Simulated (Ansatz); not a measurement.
Level of theory: DFT, PBEsol, scalar-relativistic, no spin polarisation; plane waves to 420 eV with PAW datasets (Ansatz 0.2.0), Γ-centred 10×10×10 mesh, 0.05 eV Gaussian smearing; PAW files: Ansatz's generated set soft_2.

A crystal of composition XAs, relaxed at this level of theory, gives this pattern between 10° and 80°.

Cu Kα1 powder pattern (kinematic, no thermal factors).
| 2θ (°) | relative intensity |
| --- | --- |
| 29.67 | 2 |
| 34.40 | 100 |
| 49.44 | 70 |
| 61.61 | 24 |
| 72.51 | 11 |

Question: Which lattice and cell does the pattern come from?

Answer: Cubic, space group Fm-3m (No. 225), a = 5.210 Å, b = 5.210 Å, c = 5.210 Å, α = 90.00°, β = 90.00°, γ = 90.00°. The line positions fix the lattice at most, not the space group, and lines under 1 % of the strongest aren't listed; this is the group of the computed cell.

The calculation on XAs, where X is one element, gave:

| Property | Result |
| --- | --- |
| Band gap | zero (metallic) |
| Density of states at the Fermi level | 0.94 states/(eV·atom) |
| Formation energy from the elements (0 K, uncorrected) | -0.30 eV/atom |
| Bulk modulus (Birch–Murnaghan) | 159 GPa |
| Pressure derivative B0′ | 4.4 |

Sites: X on 4b, As on 4a.

Question: Which element is X?
A. Nb
B. Y
C. Zr
D. Tc

Answer: A. X is Nb, so the compound is NbAs.

The start was a prototype's sites filled with these elements. The Crystallography Open Database lists the compound in space group I41md, so this is a trial structure.
